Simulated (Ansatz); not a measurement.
One crystal and one scan (scan of one atom of the cell) at two levels, PBE (plane waves to 420 eV, PAW, scalar-relativistic; Ansatz, a quantum-chemistry and plane-wave program) and r2SCAN (plane waves to 500 eV, PAW, scalar-relativistic; Ansatz), each from its own relaxed cell and on its own mesh. The cell shown is that of PBE.

Relaxed ZnTe (zinc blende):

```yaml
crystal:
  lattice:
    - [0.00000, 3.08955, 3.08955]
    - [3.08955, 0.00000, 3.08955]
    - [3.08955, 3.08955, 0.00000]
  atoms:
    - { symbol: Te, position: [0.75000, 0.75000, 0.75000] }
    - { symbol: Zn, position: [0.00000, 0.00000, 0.00000] }
```

Scan: atom 2 (Zn, nearest neighbour Te at 2.676 Å; its periodic images, 4.4 Å or more away, move with it) is displaced along Cartesian [110], direction (0.707, 0.707, 0.000) in Cartesian axes, by s. The other atoms stay.

The energy includes the smearing's −TS. Spin-orbit coupling is left out, though Te is heavy. ZnTe was relaxed with its symmetry unable to fall. Percentages come from the unrounded values.

Results of PBE:

```
Item                                                                                                                      Result
----------------------------------------------------------------  --------------------------------------------------------------
Lattice constant a (Å)                                                                                                     6.179
Force constant k = d²E/ds² at s = 0 (finite differences) (eV/Å²)                                                            4.50
Shape of the curve                                                a single well with its minimum at or next to zero displacement
```

### Question
What does r2SCAN give for the same quantities?

### Answer
```csv
quantity,r2SCAN,PBE − r2SCAN
Lattice constant a (Å),6.113,+0.066 (+1.1 %)
Force constant k = d²E/ds² at s = 0 (finite differences) (eV/Å²),4.93,-0.43 (-8.9 %)
```

PBE gives the higher value for: lattice constant a. PBE gives the lower value for: force constant k = d²E/ds² at s = 0. Both give the same shape of the curve: a single well with its minimum at or next to zero displacement. Neither level is exact: the differences show how much the result hangs on the functional.

(A displaced cell: forces are minus the slopes of the energy, force constants its curvatures, and phonons follow from these.)
